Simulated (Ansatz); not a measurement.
**TiSi2 under strain**

Computed with Ansatz 0.2.0, DFT PBEsol, scalar-relativistic, plane waves, PAW. Settings: 420 eV cutoff, 10×4×10 k-mesh, Gaussian smearing of 0.10 eV, no spin polarisation.

Reference structure (relaxed):

```yaml
crystal:
  lattice:
    - [3.51705, 0.00000, 0.00000]
    - [0.00000, 13.34825, 0.00000]
    - [0.00000, 0.00000, 3.55562]
  atoms:
    - { symbol: Ti, position: [0.50000, 0.60248, 0.75000] }
    - { symbol: Ti, position: [0.00000, 0.89752, 0.25000] }
    - { symbol: Ti, position: [0.00000, 0.10248, 0.75000] }
    - { symbol: Ti, position: [0.50000, 0.39752, 0.25000] }
    - { symbol: Si, position: [0.50000, 0.94001, 0.75000] }
    - { symbol: Si, position: [0.00000, 0.55999, 0.25000] }
    - { symbol: Si, position: [0.00000, 0.75028, 0.75000] }
    - { symbol: Si, position: [0.50000, 0.74972, 0.25000] }
    - { symbol: Si, position: [0.00000, 0.44001, 0.75000] }
    - { symbol: Si, position: [0.50000, 0.05999, 0.25000] }
    - { symbol: Si, position: [0.50000, 0.25028, 0.75000] }
    - { symbol: Si, position: [0.00000, 0.24972, 0.25000] }
```

Deformation: all cell vectors scaled alike, the atoms relaxed, all within the symmetry that the strain leaves. Energies are extrapolated to zero smearing.

| strain (%) | ΔE (meV/atom) | a (Å) | b (Å) | c (Å) |
| --- | --- | --- | --- | --- |
| -6.0 | 247.3 | 3.306 | 12.547 | 3.342 |
| -4.0 | 102.8 | 3.376 | 12.814 | 3.413 |
| -2.0 | 24.1 | 3.447 | 13.081 | 3.485 |
| +0.0 | 0.0 | 3.517 | 13.348 | 3.556 |
| +2.0 | 21.2 | 3.587 | 13.615 | 3.627 |
| +4.0 | 79.6 | 3.658 | 13.882 | 3.698 |
| +6.0 | 168.2 | 3.728 | 14.149 | 3.769 |

Question: What stiffness (1/V) d²E/dε² at zero strain does a cubic fit over all points give?

Answer: A cubic fit gives (1/V) d²E/dε² = 1331 GPa at zero strain (nine times the bulk modulus at fixed shape).

This form isn't the usual stable structure of the compound.